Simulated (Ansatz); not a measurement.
# TiSi2: the cost of one run

Program: Ansatz 0.2.0. Level of theory: DFT PBEsol, scalar-relativistic, plane waves, PAW. These are calculated values, not measurements.

1 further run of the same task is left out (set aside as unsound or not needed).

### Step 1. The system as given

It takes space group Fddd (No. 70, orthorhombic). Conventional cell: a = 4.762 Å, b = 8.182 Å, c = 8.496 Å, α = 90.00°, β = 90.00°, γ = 90.00°. Ti (site symmetry 222) is surrounded by 10 Si at 2.53 to 2.75 Å. Si (site symmetry 2) is surrounded by 5 Si at 2.52 to 2.77 Å and 5 Ti at 2.53 to 2.75 Å.

Structure file:

```xyz
6
Lattice="0.0000 4.0911 4.2480 2.3809 0.0000 4.2480 2.3809 4.0911 0.0000" Properties=species:S:1:pos:R:3 pbc="T T T"
Ti    3.5713    6.1366    6.3721
Ti    2.3809    4.0911    4.2480
Si    1.1904    0.7050    2.1240
Si    1.1904    3.3860    2.1240
Si    2.3809    1.3405    4.2480
Si    2.3809    6.8416    4.2480
```

This cell was relaxed beforehand with the same method: volume 13.79 Å³/atom, gap on the mesh none (metal).

### Step 2. -3 GPa

The input, input.yaml:

```yaml
crystal:
  lattice:
    - [0.0, 4.1298016412, 4.2882739869]
    - [2.4034237904, 0.0, 4.2882739869]
    - [2.4034237904, 4.1298016412, 0.0]
  atoms:
    - { symbol: Ti, position: [0.75, 0.75, 0.75] }
    - { symbol: Ti, position: [0.5, 0.5, 0.5] }
    - { symbol: Si, position: [0.0861670623, 0.4138329377, 0.0861670623] }
    - { symbol: Si, position: [0.4138329377, 0.0861670623, 0.4138329377] }
    - { symbol: Si, position: [0.1638329377, 0.8361670623, 0.1638329377] }
    - { symbol: Si, position: [0.8361670623, 0.1638329377, 0.8361670623] }
basis:
  ecutwfc: 420
kpoints:
  mp_grid: { grid: [10, 10, 10] }
hamiltonian:
  xc: pbesol
scf:
  occupations: { method: gaussian, width: 0.1 }
output:
  forces: true
  stress: true
  eigenvalues: true
  write_density: true
  write_potential: true
  elf: true
  volumetric_format: npy
relax:
  adjacent_minimum: "off"
  f_tol: 0.008
  max_steps: 50
  cell: { stress_tol: 0.08, p_target: -3.0 }
```

Command:

```bash
$ ansatz run input.yaml --threads 1 --pin off --max-ram 2560MiB --backend cpu --events-out ev --progress --plain --runs-dir out
```

Q: Estimate wall time and peak memory on 1 thread of Intel Xeon Platinum 8488C (Sapphire Rapids), shared host.

About 59 s, with a peak of 0.66 GiB.
